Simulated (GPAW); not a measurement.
# GaAs (F-43m) in GPAW: single point with LDA

Aim: the single point of GaAs with LDA.

Program: GPAW 26.7.0. These are calculated values, not measurements. Logs are shortened: lines on timing, memory, paths and dates and some standing lists are left out, and cuts for length are marked. The log counts tension as positive stress, the text compression.

**Experimental background.**

“Evidence of valence band perturbations in GaAsN/GaAs(001): A combined variable-angle spectroscopic ellipsometry and modulated photoreflectance investigation”, 2008, arxiv:0805.2212 reports, for a bulk crystal of GaAs at 300 K: band gap 1.412 ± 0.01 eV (direct).

How close the calculation comes is told below.

## (1) The crystal as given

The structure is cubic, space group F-43m (No. 216). Conventional cell: a = 5.654 Å, b = 5.654 Å, c = 5.654 Å, α = 90.00°, β = 90.00°, γ = 90.00°. As (site symmetry -43m) has 4 Ga at 2.45 Å as nearest neighbours. Around Ga (site symmetry -43m) lie 4 As at 2.45 Å.

## (2) Single point, LDA

run.py reads:

```python
from ase import Atoms
from ase.dft.bandgap import bandgap
from ase.io import write
from ase.units import GPa
from gpaw import GPAW, PW

atoms = Atoms(['As', 'Ga'],
              cell=[[0.0, 2.82685, 2.82685],
                    [2.82685, 0.0, 2.82685],
                    [2.82685, 2.82685, 0.0]],
              scaled_positions=[[0.75, 0.75, 0.75],
                                [0.0, 0.0, 0.0]],
              pbc=True)

calc = GPAW(mode=PW(450),
            xc='LDA',
            kpts={'size': (7, 7, 7), 'gamma': True},
            occupations={'name': 'fermi-dirac', 'width': 0.05},
            nbands=11,
            maxiter=120,
            txt='gpaw.txt')
atoms.calc = calc
energy = atoms.get_potential_energy()
forces = atoms.get_forces()
stress = atoms.get_stress()
calc.write('gs.gpw')
write('result.traj', atoms)
print(f'Energy: {energy:.6f} eV')
print('Forces (eV/A):')
print(forces.round(4))
print('Stress (GPa):', (stress / GPa).round(3))
print('Fermi level:', round(calc.get_fermi_level(), 4), 'eV')
print(f'Gap: {bandgap(calc)[0]:.4f} eV, direct: {bandgap(calc, direct=True)[0]:.4f} eV')
```

Potentials or basis: the program's PAW data sets (release 1.2.1) made for this functional, pw.

Run with:

```bash
OMP_NUM_THREADS=1 python run.py
```

gpaw.txt:

```text
__  _  _
 | _ |_)|_||  |
 |__||  | ||/\| - 26.7.0

Input parameters:
  mode=PW(ecut=450.00000000000006),
  kpts=MonkhorstPack(size=(7, 7, 7), gamma=True),
  maxiter=120,
  nbands=11,
  occupations=Occupations(name='fermi-dirac', width=0.05),
  xc=XC(name='LDA')

Diagonalizing LCAO Hamiltonian
Converting LCAO to pw mode

                    As

       Ga

Atoms  # Å, Bohr magnetons
|   | symbol |        x |        y |        z |    initial magnetic moments |
|---|--------|----------|----------|----------|-----------------------------|
| 0 |     As | 4.240275 | 4.240275 | 4.240275 | ( 0.0000,  0.0000,  0.0000) |
| 1 |     Ga | 0.000000 | 0.000000 | 0.000000 | ( 0.0000,  0.0000,  0.0000) |

Unit cell  # Å
| periodic |        x |        y |        z |  lengths |    angles |
|----------|----------|----------|----------|----------|-----------|
|      yes | 0.000000 | 2.826850 | 2.826850 | 3.997770 | 60.000000 |
|      yes | 2.826850 | 0.000000 | 2.826850 | 3.997770 | 60.000000 |
|      yes | 2.826850 | 2.826850 | 0.000000 | 3.997770 | 60.000000 |

Number of symmetries: 24
Symmetry operations  # r_c * U_cc + t_c -> r_c
|    | kind |            matrix            |
|----|------|------------------------------|
|  0 |  E   |  1, 0, 0,  0, 1, 0,  0, 0, 1 |
|  1 |  σ   |  1, 0, 0,  0, 0, 1,  0, 1, 0 |
|  2 |  σ   |  1, 0,-1,  0, 1,-1,  0, 0,-1 |
|  3 |  C3  |  1, 0,-1,  0, 0,-1,  0, 1,-1 |
|  4 |  C3  |  1,-1, 0,  0,-1, 1,  0,-1, 0 |
|  5 |  σ   |  1,-1, 0,  0,-1, 0,  0,-1, 1 |
|  6 |  σ   |  0, 1, 0,  1, 0, 0,  0, 0, 1 |
|  7 |  C3  |  0, 1, 0,  0, 0, 1,  1, 0, 0 |
|  8 |  C2  |  0, 1,-1,  1, 0,-1,  0, 0,-1 |
|  9 |  S4  |  0, 1,-1,  0, 0,-1,  1, 0,-1 |
| 10 |  C3  |  0, 0, 1,  1, 0, 0,  0, 1, 0 |
| 11 |  σ   |  0, 0, 1,  0, 1, 0,  1, 0, 0 |
| 12 |  S4  |  0, 0,-1,  1, 0,-1,  0, 1,-1 |
| 13 |  C3  |  0, 0,-1,  0, 1,-1,  1, 0,-1 |
| 14 |  S4  |  0,-1, 1,  1,-1, 0,  0,-1, 0 |
| 15 |  C2  |  0,-1, 1,  0,-1, 0,  1,-1, 0 |
| 16 |  C3  |  0,-1, 0,  1,-1, 0,  0,-1, 1 |
| 17 |  S4  |  0,-1, 0,  0,-1, 1,  1,-1, 0 |
| 18 |  S4  | -1, 1, 0, -1, 0, 1, -1, 0, 0 |
| 19 |  C3  | -1, 1, 0, -1, 0, 0, -1, 0, 1 |
| 20 |  C3  | -1, 0, 1, -1, 1, 0, -1, 0, 0 |
| 21 |  S4  | -1, 0, 1, -1, 0, 0, -1, 1, 0 |
| 22 |  σ   | -1, 0, 0, -1, 1, 0, -1, 0, 1 |
| 23 |  C2  | -1, 0, 0, -1, 0, 1, -1, 1, 0 |

BZ-sampling:
  Number of BZ points: 343
  Number of IBZ points: 20

  Monkhorst-Pack size: [7, 7, 7]
  Monkhorst-Pack shift: [0, 0, 0]

K-points  # in reciprocal-cell coordinates
|     |                                coordinates |     weight |
|-----|--------------------------------------------|------------|
|   0 | (  0.00000000,   0.00000000,   0.00000000) | 0.00291545 |
|   1 | (  0.14285714,   0.14285714,   0.00000000) | 0.01749271 |
|   2 | (  0.14285714,   0.14285714,   0.14285714) | 0.02332362 |
|   3 | (  0.28571429,   0.14285714,   0.14285714) | 0.03498542 |
|   4 | (  0.28571429,   0.28571429,   0.00000000) | 0.01749271 |
|   5 | (  0.28571429,   0.28571429,   0.14285714) | 0.06997085 |
|   6 | (  0.28571429,   0.28571429,   0.28571429) | 0.02332362 |
|   7 | (  0.42857143,  -0.28571429,  -0.28571429) | 0.03498542 |
|   8 | (  0.42857143,   0.28571429,  -0.42857143) | 0.13994169 |
|   9 | (  0.42857143,   0.28571429,  -0.28571429) | 0.06997085 |
| ... |                                            |            |
|  19 | (  0.42857143,   0.42857143,   0.42857143) | 0.02332362 |

Plane wave coefficients: 990
Cutoff: 450.00000000000006 eV

Spin-components: 1 (collinear spins)
Bands:           11
Projectors:      10
Spin-degeneracy: 2
Datatype:        complex128

Parallelization:
  kpt:    1
  domain: 1
  band:   1

Density:
  Valence electrons: 8.0
  Components: 1
  Grid points: [20 20 20]
  Charge: 0.0  # |e|

Potential:
  Grid points: [20 20 20]

species:
  As:
    name:    Arsenic
    Z:       33.0
    valence: 5
    core:    28
    charge:  0.0  # [|e|]
    compensation charges:
      type: gauss
      rc: 0.33  # [Å]
      lmax: 2
    cutoffs:
      filter: 1.87  # [Å]
      core: 2.96  # [Å]
    projectors
    | kind |    occ | energy [eV] | rcut [Å] |
    |------|--------|-------------|----------|
    |   4s |  2.000 |     -14.691 |    1.058 |
    |   4p |  3.000 |      -5.342 |    1.058 |
    |    s |        |      12.520 |    1.058 |
    |    p |        |      21.869 |    1.058 |
    |    d |        |       0.000 |    1.058 |

    Using partial waves for As as LCAO basis

  Ga:
    name:    Gallium
    Z:       31.0
    valence: 3
    core:    28
    charge:  0.0  # [|e|]
    compensation charges:
      type: gauss
      rc: 0.37  # [Å]
      lmax: 2
    cutoffs:
      filter: 2.06  # [Å]
      core: 4.17  # [Å]
    projectors
    | kind |    occ | energy [eV] | rcut [Å] |
    |------|--------|-------------|----------|
    |   4s |  2.000 |      -9.167 |    1.164 |
    |   4p |  1.000 |      -2.734 |    1.164 |
    |    s |        |      18.045 |    1.164 |
    |    p |        |      24.478 |    1.164 |
    |    d |        |       0.000 |    1.164 |

    Using partial waves for Ga as LCAO basis

Reference energy: -114227.963927  # eV

eigensolver:
  PPCG
  Converge bands: occupied
  niter=2

density mixing:
  MSR1-Mixer
  Pratt-step length: 0.05
  Maximum mixing coefficient: 0.75
  Old densities: 10
  SVD Regularization: 0.005
  Good broyden scale: 1.0
  Trust region scale: 1.0
  Backstep threshold: 4.0
  History deletion threshold: 6.0
  Fourier metric: weight=20.0, sigma=0.015

occupation numbers:
  Fermi-Dirac:
    width: 0.0500  # eV

poisson solver:
  ecut: 3600.0000000000005  # eV

xc functional:
  name: None

convergence criteria:
- Maximum [total energy] change in last 3 cyles: 0.0005 eV / valence electron
- Maximum integral of absolute [dens]ity change: 0.0001 electrons / valence electron
- Maximum integral of absolute [eigenst]ate change: 4e-08 eV^2 / valence electron
maximum number of iterations: 120

SCF iterations
|iter     | |      energy | eigst |  dens |
|---------|-|-------------|-------|-------|
|iter:   1| |   -9.741659 | -0.65 |       |
|iter:   2| |   -9.719465 | -3.03 | -0.90 |
|iter:   3| |   -9.604858 | -2.32 | -0.93 |
|iter:   4| |   -9.602770 | -3.82 | -1.55 |
|iter:   5| |   -9.602599c| -4.97 | -2.11 |
|iter:   6| |   -9.602595c| -6.06 | -2.88 |
|iter:   7| |   -9.602595c| -7.76c| -3.62 |
|iter:   8| |   -9.602595c| -7.95c| -4.08c|

Converged in 8 steps
Energy contributions relative to reference atoms: (reference = -114227.963927)

Energy contributions:
  Kinetic:          26.352632
  Coulomb:         -23.520685
  Zero:              0.020433
  External:          0.000000
  Xc:              -12.454914
  Entropy:          -0.000125
  Spinorbit:         0.000000
  ----------------------------
  Free energy:      -9.602657
  Extrapolated:     -9.602595

dipole moment: (-11.033568, -11.033568, -11.033568)  # |e|*Ang

Fermi level: 4.823
Eigenvalues  # (at kpt = [0.000, 0.000, 0.000])
| band index |      eig [eV] | occ [0-2] |
|------------|---------------|-----------|
|          0 |        -8.140 |     2.000 |
|          1 |         4.613 |     1.970 |
|          2 |         4.613 |     1.970 |
|          3 |         4.613 |     1.970 |
|          4 |         4.975 |     0.091 |
|          5 |         8.336 |     0.000 |
|          6 |         8.336 |     0.000 |
|          7 |         8.336 |     0.000 |
|          8 |        12.022 |     0.000 |
|          9 |        14.770 |     0.000 |
|         10 |        14.771 |     0.000 |

Gap: 0.361 eV
Transition (v -> c):
  (s=0, k=0, n=3, [0.00, 0.00, 0.00]) -> (s=0, k=0, n=4, [0.00, 0.00, 0.00])
No difference between direct/indirect transitions

Forces  # eV/Ang
|        x |       y |        z |
|----------|---------|----------|
| -0.00000 | 0.00000 | -0.00000 |  # As   0
|  0.00000 | 0.00000 |  0.00000 |  # Ga   1

Stress tensor  # eV/Ang^3
|         x |        y |         z |
|-----------|----------|-----------|
|  0.005474 | 0.000000 | -0.000000 |
|  0.000000 | 0.005474 |  0.000000 |
| -0.000000 | 0.000000 |  0.005474 |

# Writing to gs.gpw (mode='')
```

Wall time 3.6 s (1 thread of Arm Neoverse V2, shared host); peak memory 0.13 GiB.

Results:

```
Free energy            : -9.6027 eV
Pressure               : -0.9 GPa
Band gap on the k mesh : 0.36 eV, direct
```

Caveat: the cutoff is short for stress and forces, so pressures can be off by a GPa or more.

## (3) Against experiment

Step 2. Measured gap of GaAs: 1.412 eV (direct; 300 K; “Evidence of valence band perturbations in GaAsN/GaAs(001): A combined variable-angle spectroscopic ellipsometry and modulated photoreflectance investigation”, 2008, arxiv:0805.2212). This calculation gives 0.36 eV (-1.05 eV). So large a miss can be the level of theory's own, or it may mean another phase, state or a wrong row. 3 values of this kind are on record (1.412 to 1.51 eV); this one was drawn at random among those near their median, those with a stated uncertainty first. Spin-orbit coupling on As, Ga is left out. The value is that of LDA, without temperature or zero-point motion. Semilocal functionals fall short of measured gaps as a rule.
